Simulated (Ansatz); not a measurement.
Start from LaAlO3 in the cubic perovskite structure (space group Pm-3m, No. 221; a = 3.8124 Å).

(Cell as relaxed with PBE.)

Levels (all Ansatz, a program for electronic structure, PAW): PBE (420 eV, no SOC); r2SCAN (500 eV, no spin-orbit coupling).

Each level relaxes its own structure.

```tsv
quantity	PBE	r2SCAN
volume per atom	11.08 Å³	___
lattice parameter a	3.812 Å	___
band gap	3.50 eV	___
gap character	indirect, R → Γ	___
electron mass (degenerate bands, along [100])	0.50, 0.71 mₑ	___
```

### Question
Given the PBE results, estimate those of r2SCAN.

### Answer

- volume per atom, r2SCAN: 10.86 Å³
- lattice parameter a, r2SCAN: 3.787 Å
- band gap, r2SCAN: 4.02 eV
- gap character, r2SCAN: indirect, R → Γ
- electron mass (degenerate bands, along [100]), r2SCAN: 0.48, 0.65 mₑ

PBE's volume per atom lies 0.22 Å³ above r2SCAN's (2.0 %); PBE's lattice parameter a lies 0.025 Å above r2SCAN's (0.7 %); PBE's band gap lies 0.52 eV below r2SCAN's; the two agree on the gap character. Neither level is exact; r2SCAN is the comparison here, not a measurement.

Effective masses come from finite differences of ±0.01 Å⁻¹. Whether these cells are dynamically stable was not tested. Many cubic perovskites are stable only at high temperature; tilts and polar distortions were not tested.
